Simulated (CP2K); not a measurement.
# Sn (Fd-3m) in CP2K: a series of runs

Runs on Sn. Level: PBEsol. Tasks: single point, equation of state.

Program: CP2K 2026.2. These are calculated values, not measurements. Logs are shortened: lines on timing, memory, paths and dates and some standing lists are left out, and cuts for length are marked.

## (1) Starting point

The structure is cubic, space group Fd-3m (No. 227). Conventional cell: a = 6.467 Å, b = 6.467 Å, c = 6.467 Å, α = 90.00°, β = 90.00°, γ = 90.00°. Around Sn (site symmetry -43m) lie 4 Sn at 2.80 Å.

This isn't the form of Sn at room conditions, which is tetragonal (white tin).

## (2) Single point, PBEsol, 33.80 Å³/atom

Contents of sn_eos.inp:

```
&GLOBAL
  PROJECT sn_eos
  RUN_TYPE ENERGY_FORCE
  PRINT_LEVEL LOW
&END GLOBAL
&FORCE_EVAL
  METHOD QS
  STRESS_TENSOR ANALYTICAL
  &DFT
    BASIS_SET_FILE_NAME BASIS_MOLOPT_UZH
    POTENTIAL_FILE_NAME POTENTIAL_UZH
    &MGRID
      CUTOFF 450
      REL_CUTOFF 60
      NGRIDS 5
    &END MGRID
    &QS
      METHOD GPW
      EPS_DEFAULT 1.0E-9
    &END QS
    &KPOINTS
      SCHEME MONKHORST-PACK 7 7 7
      GAMMA_CENTERED T
      SYMMETRY T
      SYMMETRY_BACKEND SPGLIB
    &END KPOINTS
    &SCF
      SCF_GUESS ATOMIC
      EPS_SCF 1.0E-6
      MAX_SCF 100
      ADDED_MOS 10
      CHOLESKY OFF
      EPS_EIGVAL 1.0E-7
      &DIAGONALIZATION ON
        ALGORITHM STANDARD
      &END DIAGONALIZATION
      &MIXING ON
        METHOD BROYDEN_MIXING
        ALPHA 0.4
        BETA 1.5
        NBUFFER 8
      &END MIXING
      &SMEAR ON
        METHOD FERMI_DIRAC
        ELECTRONIC_TEMPERATURE [K] 300.557
      &END SMEAR
    &END SCF
    &XC
      &XC_FUNCTIONAL
        &GGA_X_PBE_SOL
        &END GGA_X_PBE_SOL
        &GGA_C_PBE_SOL
        &END GGA_C_PBE_SOL
      &END XC_FUNCTIONAL
    &END XC
    &PRINT
      &KPOINTS ON
      &END KPOINTS
      &MULLIKEN ON
      &END MULLIKEN
      &MO ON
        ENERGIES T
        OCCUPATION_NUMBERS T
        &EACH
          QS_SCF 0
        &END EACH
        ADD_LAST NUMERIC
      &END MO
    &END PRINT
  &END DFT
  &SUBSYS
    &CELL
      A 4.5726372396 0.0000000000 0.0000000000
      B 2.2863186198 3.9600200118 0.0000000000
      C 2.2863186198 1.3200066706 3.7335426719
      PERIODIC XYZ
    &END CELL
    &COORD
      SCALED
      Sn  0.7500000000 0.7500000000 0.7500000000
      Sn  0.5000000000 0.5000000000 0.5000000000
    &END COORD
    &KIND Sn
      BASIS_SET TZVP-MOLOPT-PBE-GTH-q4
      POTENTIAL GTH-PBE-q4
    &END KIND
    &PRINT
      &ATOMIC_COORDINATES ON
      &END ATOMIC_COORDINATES
      &CELL ON
      &END CELL
    &END PRINT
  &END SUBSYS
  &PRINT
    &FORCES ON
    &END FORCES
    &STRESS_TENSOR ON
    &END STRESS_TENSOR
  &END PRINT
&END FORCE_EVAL
```

Potentials or basis: POTENTIAL_UZH Sn GTH-PBE-q4; TZVP-MOLOPT-PBE-GTH basis.

Run with:

```sh
OMP_NUM_THREADS=1 cp2k.psmp -i sn_eos.inp -o sn_eos.out
```

sn_eos.out:

```text

 CP2K| version string:                                       CP2K version 2026.2
 CP2K| Input file name                                                sn_eos.inp

 GLOBAL| Force Environment number                                              1
 GLOBAL| Basis set file name                                    BASIS_MOLOPT_UZH
 GLOBAL| Potential file name                                       POTENTIAL_UZH
 GLOBAL| MM Potential file name                                     MM_POTENTIAL
 GLOBAL| Coordinate file name                                      __STD_INPUT__
 GLOBAL| Method name                                                        CP2K
 GLOBAL| Project name                                                     sn_eos
 GLOBAL| Run type                                                   ENERGY_FORCE
 GLOBAL| FFT library                                                       FFTW3
 GLOBAL| Diagonalization library                                       ScaLAPACK
 GLOBAL| Cholesky decomposition library                                ScaLAPACK
 GLOBAL| DGEMM library                                                      BLAS
 GLOBAL| Direct generalized diagonalization requested                          F
 GLOBAL| Matrix multiplication library                                 ScaLAPACK
 GLOBAL| Global print level                                                  LOW
 GLOBAL| Total number of message passing processes                             1
 GLOBAL| Number of threads for this process                                    1
 GLOBAL| CPU model name                                            AMD EPYC 7R32

 CELL| Volume [angstrom^3]:                                            67.606001
 CELL| Vector a [angstrom]:       4.573     0.000     0.000   |a| =     4.572637
 CELL| Vector b [angstrom]:       2.286     3.960     0.000   |b| =     4.572637
 CELL| Vector c [angstrom]:       2.286     1.320     3.734   |c| =     4.572637
 CELL| Angle (b,c), alpha [degree]:                                    60.000000
 CELL| Angle (a,c), beta  [degree]:                                    60.000000
 CELL| Angle (a,b), gamma [degree]:                                    60.000000
 CELL| Numerically orthorhombic:                                              NO
 CELL| Periodicity                                                           XYZ

 CELL_REF| Volume [angstrom^3]:                                        67.606001
 CELL_REF| Vector a [angstrom     4.573     0.000     0.000   |a| =     4.572637
 CELL_REF| Vector b [angstrom     2.286     3.960     0.000   |b| =     4.572637
 CELL_REF| Vector c [angstrom     2.286     1.320     3.734   |c| =     4.572637
 CELL_REF| Angle (b,c), alpha [degree]:                                60.000000
 CELL_REF| Angle (a,c), beta  [degree]:                                60.000000
 CELL_REF| Angle (a,b), gamma [degree]:                                60.000000
 CELL_REF| Numerically orthorhombic:                                          NO
 CELL_REF| Periodicity                                                       XYZ
[... 9 lines left out ...]
 TOTAL NUMBERS AND MAXIMUM NUMBERS

  Total number of            - Atomic kinds:                                   1
                             - Atoms:                                          2
                             - Shell sets:                                     2
                             - Shells:                                        14
                             - Primitive Cartesian functions:                  8
                             - Cartesian basis functions:                     36
                             - Spherical basis functions:                     34

  Maximum angular momentum of- Orbital basis functions:                        2
                             - Local part of the GTH pseudopotential:          0
                             - Non-local part of the GTH pseudopotential:      4

 MODULE QUICKSTEP: ATOMIC COORDINATES IN ANGSTROM

   Atom Kind Element         X             Y             Z       Z(eff)     Mass
      1    1 Sn   50      6.858956      3.960020      2.800157   4.0000 118.7100
      2    1 Sn   50      4.572637      2.640013      1.866771   4.0000 118.7100

 SCF PARAMETERS         Density guess:                                    ATOMIC
                        --------------------------------------------------------
                        max_scf:                                             100
[... 7 lines left out ...]
                        --------------------------------------------------------
                        level_shift [a.u.]:                             0.000000
                        added MOs                                        10    0
                        --------------------------------------------------------
                        Mixing method:                            BROYDEN_MIXING
[... 42 lines left out ...]
     7 Broy./Diag. 0.40E+00    1.1     0.00002142        -6.9628200848 -2.59E-03
     8 Broy./Diag. 0.40E+00    1.1     0.00006864        -6.9638297633 -1.01E-03
     9 Broy./Diag. 0.40E+00    1.1     0.00000502        -6.9640405050 -2.11E-04
    10 Broy./Diag. 0.40E+00    1.1     0.00000294        -6.9640774614 -3.70E-05
    11 Broy./Diag. 0.40E+00    1.1     0.00000163        -6.9640885014 -1.10E-05
    12 Broy./Diag. 0.40E+00    1.1     0.00000133        -6.9640900892 -1.59E-06
    13 Broy./Diag. 0.40E+00    1.1     0.00000013        -6.9640900083  8.09E-08

  *** SCF run converged in    13 steps ***

  Electronic density on regular grids:         -7.9999999998        0.0000000002
  Core density on regular grids:                7.9999999635       -0.0000000365
  Total charge density on r-space grids:       -0.0000000363
  Total charge density g-space grids:          -0.0000000363

  Overlap energy of the core charge distribution:               0.00000000753074
  Self energy of the core charge distribution:                -14.92071625911348
  Core Hamiltonian energy:                                      3.17634350836529
  Hartree energy:                                               6.84044401097193
  Exchange-correlation energy:                                 -2.06013416451144
  Electronic entropic energy:                                  -0.00002711158353
  Fermi energy:                                                 0.12572426139562

  Total energy:                                                -6.96409000833335
  Total energy (extrapolated to T->0):                         -6.96407645254158

 MO| EIGENVALUES AND OCCUPATION NUMBERS FOR K POINT 1
 MO|
 MO|  Index      Eigenvalue [a.u.]        Eigenvalue [eV]             Occupation
 MO|      1              -0.211259              -5.748644               2.000000
 MO|      2              -0.098134              -2.670350               2.000000
 MO|      3               0.085730               2.332830               2.000000
 MO|      4               0.085730               2.332830               2.000000
 MO|      5               0.126852               3.451818               0.468373
 MO|      6               0.248768               6.769330               0.000000
 MO|      7               0.248768               6.769332               0.000000
 MO|      8               0.405867              11.044190               0.000000
 MO|      9               0.441617              12.017010               0.000000
 MO|     10               0.499533              13.592978               0.000000
 MO|     11               0.499533              13.592981               0.000000
 MO|     12               0.526881              14.337159               0.000000
 MO|     13               0.604935              16.461111               0.000000
[... 261 lines left out ...]
 MO|      3               0.096609               2.628854               2.000000
 MO|      4               0.096609               2.628856               2.000000
 MO|      5               0.136836               3.723492               0.000017
 MO|      6               0.244864               6.663081               0.000000
 MO|      7               0.244864               6.663085               0.000000
 MO|      8               0.321557               8.750011               0.000000
 MO|      9               0.431246              11.734792               0.000000
 MO|     10               0.437418              11.902755               0.000000
 MO|     11               0.437418              11.902760               0.000000
 MO|     12               0.581040              15.810911               0.000000
 MO|     13               0.699745              19.041043               0.000000
 MO|     14               0.706645              19.228783               0.000000
 MO| Sum:                                                               8.000017
 MO| E(Fermi):            0.125724 a.u.          3.421131 eV

 [... the levels of further k-points ...]

 !-----------------------------------------------------------------------------!
                     Mulliken Population Analysis

 #  Atom  Element  Kind  Atomic population                           Net charge
       1     Sn       1          4.000000                              0.000000
       2     Sn       1          4.000000                              0.000000
 # Total charge                              8.000000                  0.000000

 !-----------------------------------------------------------------------------!

 ENERGY| Total FORCE_EVAL ( QS ) energy [hartree]             -6.964089862868973

 FORCES| Atomic forces [hartree/bohr]
 FORCES|   Atom     x               y               z               |f|
 FORCES|      1 -1.67322218E-11  1.28617386E-08  9.76070382E-09   1.61460812E-08
 FORCES|      2  1.67294136E-11 -1.28617469E-08 -9.76070278E-09   1.61460872E-08
 FORCES| Sum    -2.80827026E-15 -8.31408642E-15  1.04545642E-15
 FORCES| Total atomic force                                       8.83761246E-15

 STRESS| Analytical stress tensor [bar]
 STRESS|                        x                   y                   z
 STRESS|      x        3.80182427416E+04   3.92026173450E-03   6.94733060757E-04
 STRESS|      y        3.92026173450E-03   3.80174800334E+04   1.80796163758E-02
 STRESS|      z        6.94733060757E-04   1.80796163758E-02   3.80174476114E+04
 STRESS| 1/3 Trace                                             3.80177234622E+04
 STRESS| Determinant                                           5.49488138457E+13

 STRESS| Eigenvectors and eigenvalues of the analytical stress tensor [bar]
 STRESS|                        1                   2                   3
 STRESS| Eigenvalues   3.80174395382E+04   3.80174880857E+04   3.80182427626E+04
 STRESS|      x           0.001200480298     -0.005118573682      0.999986179430
 STRESS|      y          -0.407773399354      0.913068560462      0.005163203994
 STRESS|      z           0.913082369574      0.407773962018      0.000991097372
```

Run time: 17 s. Hardware: 1 thread of AMD EPYC 7R32 (Zen 2), shared host; peak memory 0.34 GiB.

What came out:

| Quantity | Value |
| --- | --- |
| Free energy | -189.5025 eV |
| Pressure | 3.8 GPa |
| Band gap on the k mesh | none (metal or under the smearing width) |

Caveat: the potentials were made for another functional, which shifts forces and pressure; the basis of atomic orbitals isn't converged, which shifts pressures, moduli and gaps.

## (3) Single point, PBEsol, 33.13 Å³/atom (volume scaled by 0.98)

Changes to sn_eos.inp since step 2:

```diff
@@ -11,2 +11,3 @@
     POTENTIAL_FILE_NAME POTENTIAL_UZH
+    WFN_RESTART_FILE_NAME previous-RESTART.kp
     &MGRID
@@ -27,3 +28,3 @@
     &SCF
-      SCF_GUESS ATOMIC
+      SCF_GUESS RESTART
       EPS_SCF 1.0E-6
@@ -72,5 +73,5 @@
     &CELL
-      A 4.5726372396 0.0000000000 0.0000000000
-      B 2.2863186198 3.9600200118 0.0000000000
-      C 2.2863186198 1.3200066706 3.7335426719
+      A 4.5419474744 0.0000000000 0.0000000000
+      B 2.2709737372 3.9334418955 0.0000000000
+      C 2.2709737372 1.3111472985 3.7084845835
       PERIODIC XYZ
```

Potentials or basis: POTENTIAL_UZH Sn GTH-PBE-q4; TZVP-MOLOPT-PBE-GTH basis.

Run with:

```sh
OMP_NUM_THREADS=1 cp2k.psmp -i sn_eos.inp -o sn_eos.out
```

It took 14 s on 1 thread of AMD EPYC 7R32 (Zen 2), shared host; peak memory 0.33 GiB.

It converged, with:

| Quantity | Value |
| --- | --- |
| Free energy | -189.4658 eV |
| Pressure | 4.9 GPa |
| Band gap on the k mesh | none (metal or under the smearing width) |

Caveat: the potentials were made for another functional, which shifts forces and pressure; the basis of atomic orbitals isn't converged, which shifts pressures, moduli and gaps.

## (4) Single point, PBEsol, 34.48 Å³/atom (volume scaled by 1.02)

Changes to sn_eos.inp since step 3:

```diff
@@ -73,5 +73,5 @@
     &CELL
-      A 4.5419474744 0.0000000000 0.0000000000
-      B 2.2709737372 3.9334418955 0.0000000000
-      C 2.2709737372 1.3111472985 3.7084845835
+      A 4.6029204880 0.0000000000 0.0000000000
+      B 2.3014602440 3.9862460742 0.0000000000
+      C 2.3014602440 1.3287486914 3.7582688406
       PERIODIC XYZ
```

Run with:

```sh
OMP_NUM_THREADS=1 cp2k.psmp -i sn_eos.inp -o sn_eos.out
```

Run time: 13 s. Hardware: 1 thread of AMD EPYC 7R32 (Zen 2), shared host; peak memory 0.33 GiB.

Results (log left out):

* Free energy: -189.5303 eV
* Pressure: 2.8 GPa
* Band gap on the k mesh: none (metal or under the smearing width)

Caveat: the potentials were made for another functional, which shifts forces and pressure; the basis of atomic orbitals isn't converged, which shifts pressures, moduli and gaps.

## (5) Single point, PBEsol, 32.45 Å³/atom (volume scaled by 0.96)

Changes to sn_eos.inp since step 4:

```diff
@@ -73,5 +73,5 @@
     &CELL
-      A 4.6029204880 0.0000000000 0.0000000000
-      B 2.3014602440 3.9862460742 0.0000000000
-      C 2.3014602440 1.3287486914 3.7582688406
+      A 4.5108372687 0.0000000000 0.0000000000
+      B 2.2554186344 3.9064996671 0.0000000000
+      C 2.2554186344 1.3021665557 3.6830832070
       PERIODIC XYZ
```

Run with:

```sh
OMP_NUM_THREADS=1 cp2k.psmp -i sn_eos.inp -o sn_eos.out
```

Wall time 20 s (1 thread of AMD EPYC 7R32 (Zen 2), shared host); peak memory 0.34 GiB.

It converged, with:

- Free energy: -189.4192 eV
- Pressure: 6.2 GPa
- Band gap on the k mesh: none (metal or under the smearing width)

Caveat: the potentials were made for another functional, which shifts forces and pressure; the basis of atomic orbitals isn't converged, which shifts pressures, moduli and gaps.

## (6) Single point, PBEsol, 35.16 Å³/atom (volume scaled by 1.04)

Changes to sn_eos.inp since step 5:

```diff
@@ -73,5 +73,5 @@
     &CELL
-      A 4.5108372687 0.0000000000 0.0000000000
-      B 2.2554186344 3.9064996671 0.0000000000
-      C 2.2554186344 1.3021665557 3.6830832070
+      A 4.6328104196 0.0000000000 0.0000000000
+      B 2.3164052098 4.0121315143 0.0000000000
+      C 2.3164052098 1.3373771714 3.7826738676
       PERIODIC XYZ
```

Potentials or basis: POTENTIAL_UZH Sn GTH-PBE-q4; TZVP-MOLOPT-PBE-GTH basis.

Run with:

```sh
OMP_NUM_THREADS=1 cp2k.psmp -i sn_eos.inp -o sn_eos.out
```

Run time: 18 s. Hardware: 1 thread of AMD EPYC 7R32 (Zen 2), shared host; peak memory 0.34 GiB.

It converged, with:

```
Free energy            : -189.5499 eV
Pressure               : 1.9 GPa
Band gap on the k mesh : none (metal or under the smearing width)
```

Caveat: the potentials were made for another functional, which shifts forces and pressure; the basis of atomic orbitals isn't converged, which shifts pressures, moduli and gaps.

## (7) Single point, PBEsol, 31.77 Å³/atom (volume scaled by 0.94)

Changes to sn_eos.inp since step 6:

```diff
@@ -73,5 +73,5 @@
     &CELL
-      A 4.6328104196 0.0000000000 0.0000000000
-      B 2.3164052098 4.0121315143 0.0000000000
-      C 2.3164052098 1.3373771714 3.7826738676
+      A 4.4792919201 0.0000000000 0.0000000000
+      B 2.2396459601 3.8791805938 0.0000000000
+      C 2.2396459601 1.2930601979 3.6573265377
       PERIODIC XYZ
```

Run with:

```sh
OMP_NUM_THREADS=1 cp2k.psmp -i sn_eos.inp -o sn_eos.out
```

It took 14 s on 1 thread of AMD EPYC 7R32 (Zen 2), shared host; peak memory 0.33 GiB.

Results (log left out):

```
Free energy            : -189.3616 eV
Pressure               : 7.5 GPa
Band gap on the k mesh : none (metal or under the smearing width)
```

Caveat: the potentials were made for another functional, which shifts forces and pressure; the basis of atomic orbitals isn't converged, which shifts pressures, moduli and gaps.

## (8) Single point, PBEsol, 35.83 Å³/atom (volume scaled by 1.06)

Changes to sn_eos.inp since step 7:

```diff
@@ -73,5 +73,5 @@
     &CELL
-      A 4.4792919201 0.0000000000 0.0000000000
-      B 2.2396459601 3.8791805938 0.0000000000
-      C 2.2396459601 1.2930601979 3.6573265377
+      A 4.6623195618 0.0000000000 0.0000000000
+      B 2.3311597809 4.0376871811 0.0000000000
+      C 2.3311597809 1.3458957270 3.8067679813
       PERIODIC XYZ
```

Run with:

```sh
OMP_NUM_THREADS=1 cp2k.psmp -i sn_eos.inp -o sn_eos.out
```

Run time: 20 s. Hardware: 1 thread of AMD EPYC 7R32 (Zen 2), shared host; peak memory 0.34 GiB.

Results (log left out):

| Property | Result |
| --- | --- |
| Free energy | -189.5621 eV |
| Pressure | 1.1 GPa |
| Band gap on the k mesh | none (metal or under the smearing width) |

Caveat: the potentials were made for another functional, which shifts forces and pressure; the basis of atomic orbitals isn't converged, which shifts pressures, moduli and gaps.

## (9) Equation of state, PBEsol

Potentials or basis: POTENTIAL_UZH Sn GTH-PBE-q4; TZVP-MOLOPT-PBE-GTH basis.

No new run: the results of the series are fitted here.

Results:

- Equilibrium volume: 36.79 Å³/atom (rough: see the caveat)
- Bulk modulus: 37 GPa (rough)

Energy against volume, from the lowest point:
| volume (Å³/atom) | energy (meV/atom) |
| --- | --- |
| 31.775 | 100.26 |
| 32.451 | 71.48 |
| 33.127 | 48.16 |
| 33.803 | 29.81 |
| 34.479 | 15.94 |
| 35.155 | 6.14 |
| 35.831 | 0.00 |

Caveat: the minimum lies outside the volumes run; the potentials were made for another functional, which shifts forces and pressure; the basis of atomic orbitals isn't converged, which shifts pressures, moduli and gaps.
